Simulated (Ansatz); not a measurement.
# HfC: the cost of one run

Program: Ansatz 0.2.0. Level of theory: DFT r²SCAN, scalar-relativistic, plane waves, PAW. These are calculated values, not measurements.

## Step 1: Starting point

It takes space group F-43m (No. 216, cubic). The conventional cell has a = 5.025 Å, b = 5.025 Å, c = 5.025 Å, α = 90.00°, β = 90.00°, γ = 90.00°. Around Hf (site symmetry -43m) lie 4 C at 2.18 Å. Around C (site symmetry -43m) lie 4 Hf at 2.18 Å.

Structure file:

```
CELL_PARAMETERS angstrom
0.00000 2.51265 2.51265
2.51265 0.00000 2.51265
2.51265 2.51265 0.00000
ATOMIC_POSITIONS crystal
Hf 0.00000 0.00000 0.00000
C 0.25000 0.25000 0.25000
```

This cell comes from an earlier session at r²SCAN: 15.863 Å³/atom at 0.14 GPa, on a 12×12×12 mesh.

Volume factors to run: 0.980, 1.020, 0.960, 1.040, 1.070.

## Step 2: Volume × 0.980

input.yaml reads:

```yaml
crystal:
  lattice:
    - [0.0, 2.4957897671, 2.4957897671]
    - [2.4957897671, 0.0, 2.4957897671]
    - [2.4957897671, 2.4957897671, 0.0]
  atoms:
    - { symbol: Hf, position: [0.0, 0.0, 0.0] }
    - { symbol: C, position: [0.25, 0.25, 0.25] }
basis:
  ecutwfc: 500
  ecutrho_ratio: 4
kpoints:
  mp_grid: { grid: [12, 12, 12] }
hamiltonian:
  xc: r2scan
scf:
  occupations: { method: gaussian, width: 0.05 }
output:
  forces: true
  stress: true
  eigenvalues: true
```

What time and memory should one allow on 2 threads of an x86-64 CPU, shared host?

About 5.6 s, with a peak of 0.59 GiB.
